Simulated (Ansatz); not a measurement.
SrF2 (fluorite)

Space group Fm-3m (No. 225); a = b = c = 5.857 Å, α = β = γ = 90.00°

| atom | site | symmetry | x | y | z |
|---|---|---|---|---|---|
| Sr | 4a | m-3m | 0.0000 | 0.0000 | 0.0000 |
| F | 8c | -43m | 0.2500 | 0.2500 | 0.2500 |
(The calculation used a cell of 3 atoms; values per cell refer to that cell.)

E(V) scan at fixed shape, V₀ the volume above. Symmetry pins the atoms to their sites.

Calculation: PBE (plane waves to 420 eV, PAW, scalar-relativistic; Ansatz, a first-principles code). k mesh 10×10×10 (Γ-centred), Fermi-Dirac smearing 0.05 eV. The energy includes the smearing's −TS. SrF2 was relaxed with its symmetry unable to fall. ΔE is measured from the relaxed starting cell.

```csv
V (Å³/cell),ΔE (meV/atom)
45.21,41.1
46.47,22.0
47.73,9.3
48.98,(withheld)
50.24,0.0
51.49,(withheld)
52.75,7.7
54.01,(withheld)
55.26,28.3
```

### Question
What belongs in the gaps?

### Answer

- 48.98, ΔE (meV/atom): 2.2
- 51.49, ΔE (meV/atom): 2.1
- 54.01, ΔE (meV/atom): 16.6

(Under strain, the slope of the energy per volume gives the stress and its curvature an elastic modulus.)
